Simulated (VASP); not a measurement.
Y, 2 atoms in the cell. Symmetry: P6_3/mmc, No. 194, hexagonal system. The conventional cell has a = 3.529 Å, b = 3.529 Å, c = 5.528 Å, α = 90.00°, β = 90.00°, γ = 120.00°. Around Y (site symmetry -6m2) lie 12 Y at 3.43 to 3.53 Å. 

* Program: VASP 6.6.1
* Task: relaxation of cell and atoms
* Functional: LDA
* Potentials or basis: VASP PAW LDA potentials, release 64 (Y_sv)
* Cutoff: 600 eV
* k mesh: 12 × 12 × 7
* Occupations: methfessel-paxton, width 0.1 eV
* Spin: no spin polarisation
* Further INCAR settings: ALGO = Normal; EDIFF = 1e-07; IBRION = 2; EDIFFG = -0.005; NSW = 90; ISIF = 3

Potentials or basis: VASP PAW LDA potentials, release 64 (Y_sv).

Launch:

```bash
$ cat potpaw_LDA.64/Y_sv/POTCAR > POTCAR
$ mpirun -np 1 vasp_std > vasp.out
```

Hardware: 1 thread of Intel(R) Xeon(R) Platinum 8488C (Sapphire Rapids), on a shared host.

Estimate the wall time of this run.

Run time: 41 s on 1 thread of Intel(R) Xeon(R) Platinum 8488C (Sapphire Rapids) (shared host), peak memory 0.23 GiB. Counts: scf iterations 14, k points 76, ion steps 1.
